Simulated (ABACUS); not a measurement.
Write the native input for ABACUS 3.10.1 that does the following.

| Property | Result |
| --- | --- |
| Task | single point |
| Functional | PBE |
| Potentials or basis | PseudoDojo NC SR 0.4.1 PBE standard |
| Cutoff | 857 eV |
| Density cutoff | 3429 eV |
| Basis | plane waves |
| k mesh | 8 × 8 × 8 |
| Occupations | fermi-dirac, width 0.05 eV |
| Spin | no spin polarisation |
| Radial cutoff of the potentials (pseudo_rcut) | 10 bohr |
| SCF threshold on the density | 1e-08 |
| Max SCF steps | 100 |
| Eigensolver | dav |
| Mixing | broyden |
| Mixing share | 0.7 |
| Symmetry key | 1 |
| Bands | 14 |

Crystal: PbS (Galena).

```
Pb S
1.0
     0.00000    2.96575    2.96575
     2.96575    0.00000    2.96575
     2.96575    2.96575    0.00000
Pb S
1 1
Direct
  0.98849 0.01386 0.99772
  0.49387 0.50530 0.49704
```

The cell isn't the ideal one: atoms moved at random, drawn with an rms of 0.05 Å.

The input as run:

INPUT

```
INPUT_PARAMETERS
suffix              PbS
calculation         scf
basis_type          pw
pseudo_dir          ./
symmetry            1
dft_functional      pbe
ecutwfc             63
pseudo_rcut         10
nspin               1
nbands              14
ks_solver           dav
smearing_method     fd
smearing_sigma      0.00367493
scf_thr             1e-08
scf_nmax            100
mixing_type         broyden
mixing_beta         0.7
cal_force           1
cal_stress          1
kpar                4
```

STRU

```
ATOMIC_SPECIES
Pb 207.2000 Pb.upf
S 32.0600 S.upf

LATTICE_CONSTANT
1.8897261246

LATTICE_VECTORS
0.0000000000 2.9657500000 2.9657500000
2.9657500000 0.0000000000 2.9657500000
2.9657500000 2.9657500000 0.0000000000

ATOMIC_POSITIONS
Direct

Pb
0.0
1
-0.0115120000 0.0138610000 -0.0022760000 1 1 1

S
0.0
1
0.4938690000 0.5052960000 0.4970370000 1 1 1
```

KPT

```
K_POINTS
0
Gamma
8 8 8 0 0 0
```

Potentials or basis: PseudoDojo NC SR 0.4.1 PBE standard, plane waves.

Command:

```sh
$ OMP_NUM_THREADS=1 mpirun -np 4 abacus > log
```

It gave:

* Pressure: 2.3 GPa
* Largest force: 0.018 eV/Å
* Band gap on the k mesh: 0.37 eV, direct

Caveat: spin-orbit coupling is left out, which as a rule narrows the gap of such compounds by several tenths of an eV.

It took 37 s on 4 MPI ranks on Intel(R) Xeon(R) Gold 6455B (Sapphire Rapids), on a shared host, peak memory 0.52 GiB a rank.
